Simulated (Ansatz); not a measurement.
# Point defect: Al on a P site in AlP

The calculation used DFT PBE, scalar-relativistic, plane waves, PAW in Ansatz. Run with 420 eV cutoff, 2×2×2 k-mesh, shifted by half a step, Gaussian smearing of 0.01 eV, collinear spin in charge -1 alone.

Host crystal, relaxed:

```
Al P
1.0
     0.00000    2.75367    2.75367
     2.75367    0.00000    2.75367
     2.75367    2.75367    0.00000
Al P
1 1
Direct
  0.00000 0.00000 0.00000
  0.75000 0.75000 0.75000
```

Supercell of 32 atoms, rows in host cell vectors: 1 -3 1; -3 1 1; 1 1 -3. Atoms relax at the host's cell, keeping the symmetry that the supercell leaves at the site. The cell is small, so energies carry finite-size errors of tenths of an eV. The host's Kohn–Sham gap is 1.63 eV. Atoms are taken from and returned to the elements' standard states. Charged cells are corrected for image charges with the computed static dielectric tensor (mean 10.4) and aligned with the host's potential at far atoms (alignment terms reach 0.04 eV; the program doubts the alignment in some charges, where it is up to 0.04 eV). No band-filling term is added, and the Fermi level counts from the host's valence band top.

Defect: Al on a P site set at (0.750, 0.750, 0.750) of the host cell. Before relaxation its nearest neighbours are 4 Al at 2.38 Å.

```tsv
charge	E_f at the valence band top (eV)	over the neutral state (eV)	moment (μB)	largest move (Å)	atoms near the site
0	4.60	0.00	0.00	0.16	4 Al at 2.55 Å
-1	5.60	0.99	1.00	0.10	4 Al at 2.49 Å
-2	7.16	2.56	0.00	0.05	4 Al at 2.43 Å
```

Among the charges computed the stable one is 0 at the valence band top, changing to -1 at 0.99 eV, changing to -2 at 1.56 eV. In charge 0, -1 the cell has partly filled bands: a level of the defect may be part filled, the carrier may sit in the host's bands, or levels may cross between the k points, so transitions that involve it are doubtful.